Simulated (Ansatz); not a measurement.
# SnS2: the cost of one run

Method: DFT PBE+D3(BJ), scalar-relativistic, plane waves, PAW, in Ansatz 0.2.0.

## (1) The system as given

Symmetry: P-3m1, No. 164, trigonal system. The conventional cell has a = 3.598 Å, b = 3.598 Å, c = 22.900 Å, α = 90.00°, β = 90.00°, γ = 120.00°. S (site symmetry 3m) has 3 Sn at 2.53 Å as nearest neighbours. Around Sn (site symmetry -3m) lie 6 S at 2.53 Å.

Coordinates:

```cif
data_structure
_symmetry_space_group_name_H-M 'P 1'
_symmetry_Int_Tables_number 1
_cell_length_a 3.5983
_cell_length_b 3.5983
_cell_length_c 22.8997
_cell_angle_alpha 90.000
_cell_angle_beta 90.000
_cell_angle_gamma 120.000
_cell_volume 256.78
loop_
_atom_site_label
_atom_site_type_symbol
_atom_site_fract_x
_atom_site_fract_y
_atom_site_fract_z
_atom_site_occupancy
S1 S 0.33333 0.66667 0.43669 1
Sn1 Sn 0.00000 0.00000 0.50000 1
S2 S 0.66667 0.33333 0.56331 1
```

Free-standing sheet.

## (2) Relaxing the sheet and its cell in the plane

input.yaml reads:

```yaml
crystal:
  lattice:
    - [3.59830034, 0.0, 0.0]
    - [-1.79915017, 3.11621951, 0.0]
    - [0.0, 0.0, 22.8997330648]
  atoms:
    - { symbol: S, position: [0.33333333, 0.66666667, 0.436686313] }
    - { symbol: Sn, position: [0.0, 0.0, 0.5] }
    - { symbol: S, position: [0.66666667, 0.33333333, 0.563313687] }
basis:
  ecutwfc: 420.0
  fft_grid_basis: typed
kpoints:
  mp_grid: { grid: [12, 12, 1] }
hamiltonian:
  xc: pbe
  dispersion: d3bj
scf:
  occupations: { method: gaussian, width: 0.05 }
output:
  forces: true
  eigenvalues: true
  stress: true
efield:
  axis: 3
  dipole_correction: true
  ramp_width: 0.04
relax:
  adjacent_minimum: "off"
  f_tol: 0.02
  max_steps: 60
  cell: { fix: [c, alpha, beta], stress_tol: 0.05 }
```

Command:

```
$ ansatz run input.yaml --threads 1 --pin off --max-ram 2211MiB --backend cpu --events-out ev --progress --plain --runs-dir out
```

Q: Estimate wall time and peak memory on 1 thread of Arm Neoverse V1, shared host.

About 47 s, with a peak of 0.43 GiB.
